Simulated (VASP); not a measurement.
## Input and output of a VASP LDA relaxation of cell and atoms on SnO (zincblende)

INCAR

```
EDIFF = 1E-7
LCHARG = .FALSE.
ENCUT = 600
LREAL = .FALSE.
ISMEAR = -1
GGA = CA
IBRION = 2
PREC = Accurate
EDIFFG = -5E-3
ISIF = 3
LASPH = .TRUE.
NSW = 40
NELM = 120
NBANDS = 17
LWAVE = .FALSE.
SIGMA = 0.02
```

KPOINTS

```
KPOINTS created by Atomic Simulation Environment
0
Gamma
8 8 8
0 0 0
```

POSCAR

```
Sn O
 1.0000000000000000
    -0.0000000000000000    2.7385992836239024    2.7385992836239024
     2.7385992836239024    0.0000000000000000    2.7385992836239024
     2.7385992836239024    2.7385992836239024    0.0000000000000000
 Sn  O
   1   1
Cartesian
  0.0000000000000000  0.0000000000000000  0.0000000000000000
  1.3692996418119512  1.3692996418119512  1.3692996418119512
```

VASP ran with the recommended LDA PAW datasets (20 valence electrons in the cell).

Command

```
mpirun -np 1 vasp_std
```

From OUTCAR

```
k-points           NKPTS =     29   k-points in BZ     NKDIM =     29   number of bands    NBANDS=     17

   NELECT =      20.0000    total number of electrons

   dimension x,y,z NGX =    30 NGY =   30 NGZ =   30
   dimension x,y,z NGXF=    60 NGYF=   60 NGZF=   60

  energy-cutoff  :      600.00
  volume of cell :       37.57
      direct lattice vectors                 reciprocal lattice vectors
     0.000000000  2.658216649  2.658216649    -0.188096031  0.188096031  0.188096031
     2.658216649  0.000000000  2.658216649     0.188096031 -0.188096031  0.188096031
     2.658216649  2.658216649  0.000000000     0.188096031  0.188096031 -0.188096031

 k-points in reciprocal lattice and weights: KPOINTS created by Atomic Simulation Env
   0.00000000  0.00000000  0.00000000       0.002
   0.12500000  0.00000000  0.00000000       0.016
   0.25000000  0.00000000  0.00000000       0.016
   0.37500000  0.00000000  0.00000000       0.016
   0.50000000  0.00000000  0.00000000       0.008
   0.12500000  0.12500000  0.00000000       0.012
   0.25000000  0.12500000  0.00000000       0.047
   0.37500000  0.12500000  0.00000000       0.047
   ...

 E-fermi :   6.4571

 k-point     1 :       0.0000    0.0000    0.0000
  band No.  band energies     occupation
      1     -15.2542      2.00000
      2     -15.2542      2.00000
      3     -15.2542      2.00000
      4     -15.1857      2.00000
      5     -15.1857      2.00000
      6     -12.7023      2.00000
      7       0.1247      2.00000
      8       2.4662      2.00000
      9       2.4662      2.00000
     10       2.4662      2.00000
     11      10.9887      0.00000
     12      10.9887      0.00000
     13      10.9887      0.00000
     14      15.8157      0.00000
     15      18.0350      0.00000
     16      18.0350      0.00000
     17      18.0350      0.00000

 k-point     2 :       0.1250    0.0000    0.0000
  band No.  band energies     occupation
      1     -15.2817      2.00000
      2     -15.2482      2.00000
      3     -15.2482      2.00000
      4     -15.1855      2.00000
      5     -15.1855      2.00000
      6     -12.5944      2.00000
      7      -0.2740      2.00000
      8       2.3928      2.00000
      9       2.3928      2.00000
     10       2.8262      2.00000
     11      10.1193      0.00000
     12      11.0714      0.00000
     13      11.0714      0.00000
     14      16.4334      0.00000
     15      17.4291      0.00000
     16      17.4291      0.00000
     17      17.6674      0.00000

 k-point     3 :       0.2500    0.0000    0.0000
  band No.  band energies     occupation
      1     -15.3444      2.00000
      2     -15.2380      2.00000
      3     -15.2380      2.00000
      4     -15.1808      2.00000
      5     -15.1808      2.00000
      6     -12.3248      2.00000
      7      -1.0442      2.00000
      8       2.2243      2.00000
      9       2.2243      2.00000
     10       3.4546      2.00000
     11       8.9001      0.00000
     12      11.1818      0.00000
     13      11.1818      0.00000
     14      15.6527      0.00000
     15      17.0644      0.00000
     16      17.0644      0.00000
     17      19.4038      0.00000

 k-point     4 :       0.3750    0.0000    0.0000
  band No.  band energies     occupation
      1     -15.4027      2.00000
      2     -15.2343      2.00000
      3     -15.2343      2.00000
      4     -15.1694      2.00000
      5     -15.1694      2.00000
      6     -12.0380      2.00000
      7      -1.7185      2.00000
      8       2.0666      2.00000
      9       2.0666      2.00000
     10       3.8877      2.00000
     11       8.2306      0.00000
     12      11.1687      0.00000
     13      11.1687      0.00000
     14      15.1655      0.00000
     15      17.3618      0.00000
     16      17.3618      0.00000
     17      19.6744      0.00000

 k-point     5 :       0.5000    0.0000    0.0000
  band No.  band energies     occupation
      1     -15.4257      2.00000
      2     -15.2344      2.00000
      3     -15.2344      2.00000
      4     -15.1630      2.00000
      5     -15.1630      2.00000
      6     -11.9126      2.00000
      7      -1.9880      2.00000
      8       2.0042      2.00000
      9       2.0042      2.00000
     10       4.0175      2.00000
     11       8.0625      0.00000
     12      11.1325      0.00000
     13      11.1325      0.00000
     14      15.0606      0.00000
     15      17.6598      0.00000
     16      17.6598      0.00000
     17      19.3313      0.00000

 k-point     6 :       0.1250    0.1250    0.0000
  band No.  band energies     occupation
      1     -15.2972      2.00000
      2     -15.2420      2.00000
      3     -15.2420      2.00000
      4     -15.1907      2.00000
      5     -15.1816      2.00000
      6     -12.5596      2.00000
      7      -0.3482      2.00000
      8       2.2602      2.00000
      9       2.2602      2.00000
     10       3.1168      2.00000
     11       9.9143      0.00000
     12      11.0677      0.00000
     13      11.0677      0.00000
     14      15.4790      0.00000
     15      17.2346      0.00000
     16      18.8290      0.00000
     17      18.8290      0.00000

 k-point     7 :       0.2500    0.1250    0.0000
  band No.  band energies     occupation
      1     -15.3474      2.00000
      2     -15.2325      2.00000
      3     -15.2297      2.00000
      4     -15.1930      2.00000
      5     -15.1761      2.00000
      6     -12.3461      2.00000
      7      -0.8908      2.00000
      8       2.0373      2.00000
      9       2.0524      2.00000
     10       3.7463      2.00000
     11       8.9546      0.00000
     12      10.9947      0.00000
     13      11.1800      0.00000
     14      14.7197      0.00000
     15      17.5579      0.00000
     16      18.6277      0.00000
     17      19.5331      0.00000

 k-point     8 :       0.3750    0.1250    0.0000
  band No.  band energies     occupation
      1     -15.4005      2.00000
      2     -15.2303      2.00000
      3     -15.2241      2.00000
      4     -15.1853      2.00000
      5     -15.1666      2.00000
      6     -12.0644      2.00000
      7      -1.5080      2.00000
      8       1.7242      2.00000
      9       1.8963      2.00000
     10       4.3585      2.00000
     11       8.2722      0.00000
     12      10.6364      0.00000
     13      11.2403      0.00000
     14      14.9325      0.00000
     15      17.2749      0.00000
     16      18.4089      0.00000
     17      20.1311      0.00000

 k-point     9 :       0.5000    0.1250    0.0000
  band No.  band energies     occupation
      1     -15.4300      2.00000
      2     -15.2322      2.00000
      3     -15.2245      2.00000
      4     -15.1732      2.00000
      5     -15.1627      2.00000
      6     -11.8812      2.00000
      7      -1.8718      2.00000
      8       1.4636      2.00000
      9       1.8743      2.00000
     10       4.6763      2.00000
     11       8.0404      0.00000
     12      10.3765      0.00000
     13      11.2398      0.00000
     14      15.3249      0.00000
     15      17.3294      0.00000
     16      18.1121      0.00000
     17      20.1374      0.00000

 k-point    10 :      -0.3750    0.1250    0.0000
  band No.  band energies     occupation
      1     -15.4214      2.00000
      2     -15.2324      2.00000
      3     -15.2255      2.00000
      4     -15.1719      2.00000
      5     -15.1684      2.00000
      6     -11.9220      2.00000
      7      -1.7909      2.00000
      8       1.4058      2.00000
      9       1.9940      2.00000
     10       4.6120      2.00000
     11       8.1429      0.00000
     12      10.2897      0.00000
     13      11.2796      0.00000
     14      15.6993      0.00000
     15      17.2293      0.00000
     16      17.5460      0.00000
     17      20.4008      0.00000

 k-point    11 :      -0.2500    0.1250    0.0000
  band No.  band energies     occupation
      1     -15.3783      2.00000
      2     -15.2322      2.00000
      3     -15.2296      2.00000
      4     -15.1858      2.00000
      5     -15.1730      2.00000
      6     -12.1576      2.00000
      7      -1.3206      2.00000
      8       1.6086      2.00000
      9       2.1934      2.00000
     10       4.1448      2.00000
     11       8.5991      0.00000
     12      10.4318      0.00000
     13      11.3319      0.00000
     14      16.0023      0.00000
     15      16.3931      0.00000
     16      17.8502      0.00000
     17      20.2087      0.00000

 ...

  Total        0.0043285      0.0043285      0.0043285     -0.0000000      0.0000000     -0.0000000
  in kB        0.1846064      0.1846064      0.1846064     -0.0000000      0.0000000     -0.0000000
  external PRESSURE =       0.1846064 kB  Pullay stress =       0.0000000 kB

 POSITION                                       TOTAL-FORCE (eV/Angst)
 -----------------------------------------------------------------------------------
      0.00000      0.00000      0.00000         0.000000      0.000000      0.000000
      1.32911      1.32911      1.32911        -0.000000     -0.000000     -0.000000
 -----------------------------------------------------------------------------------
    total drift:                                0.000000      0.000000      0.000000

  FREE ENERGIE OF THE ION-ELECTRON SYSTEM (eV)
  ---------------------------------------------------
  free  energy   TOTEN  =       -11.8048130246 eV

  energy  without entropy=      -11.8039580015  energy(sigma->0) =      -11.80438551
```

CONTCAR

```
Sn O
   1.00000000000000
     0.0000000000000000    2.6582166486855807    2.6582166486855807
     2.6582166486855807    0.0000000000000000    2.6582166486855807
     2.6582166486855807    2.6582166486855807    0.0000000000000000
  Sn              O
     1     1
Direct
     0.0000000000000000    0.0000000000000000    0.0000000000000000
     0.2500000000000000    0.2500000000000000    0.2500000000000000

  0.00000000E+00  0.00000000E+00  0.00000000E+00
  0.00000000E+00  0.00000000E+00  0.00000000E+00
```

```
relaxed cell vector lengths : 3.759, 3.759, 3.759 Å
relaxed cell volume         : 37.57 Å³
```

The run was restarted once from its relaxed cell; OSZICAR and OUTCAR are the second run's.

The run (the restart alone) took about 10 s on one core of a shared host (Intel Xeon 6975P-C) and held 0.16 GiB at most.
